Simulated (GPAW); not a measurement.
# How the bulk modulus moves from PBE to PBE-D4

Computed bulk modulus (GPa) at each level. Moduli come from Birch-Murnaghan fits over scaled cells with fixed shape and fractions. Not every cell is the stable form of its formula. Spin polarisation and spin-orbit coupling are off unless named.

- PBE: GPAW (GPAW PAW data sets (gpaw-data 1.2.1)); cutoffs 600 to 800 eV; k meshes of 343 to 1331 points
- PBE-D4: GPAW (GPAW PAW data sets (gpaw-data 1.2.1)); cutoffs 600 to 800 eV; k meshes of 216 to 729 points

| crystal | PBE | PBE-D4 |
| --- | --- | --- |
| ZnSe (F-43m) | 57.3 | 63.8 |
| MgS (Fm-3m) | 74.2 | 80.0 |
| Si (Fd-3m) | 88.7 | 93.8 |
| KTaO3 (Pm-3m) | 187.6 | 192.1 |
| HfC (Fm-3m) | 239.2 | 246.0 |
| TiC (Fm-3m) | 250.8 | 264.5 |
| HfO2 (Fm-3m) | 252.3 | 258.7 |
| TaN (Fm-3m) | 331.5 | 333.8 |

Task: How do the values move from PBE?

Result: PBE-D4 lies above PBE in 8 of 8 crystals, with a median shift of +4.2 % (+0.7 % for TaN to +11.3 % for ZnSe). The figures use the values as printed. Columns can differ in meshes within a row, which adds scatter of its own.

The dispersion term stiffens every crystal, and the relative gain tends to be largest where the PBE modulus is small: ZnSe leads, followed by MgS and Si, while TaN barely responds. The order isn't strict. TiC gains almost as much as Si in relative terms and the most of all in absolute terms, and KTaO3 gains less than the stiffer HfC, TiC and HfO2.

The likely cause is indirect. A pairwise attraction that fades with distance has negative curvature and by itself would soften the lattice, but it also pulls the atoms together, onto a steeper part of the short-range repulsion. That contraction probably outweighs the direct softening. A compliant lattice yields more to a given attraction, whereas the strong metal–nonmetal bonds of TaN leave little room for it.

PBE is known to underbind and oversoften Si, so the shift there goes in the right direction. Stiffening across the whole set doesn't by itself establish better accuracy for the carbides, the nitride or the oxides.
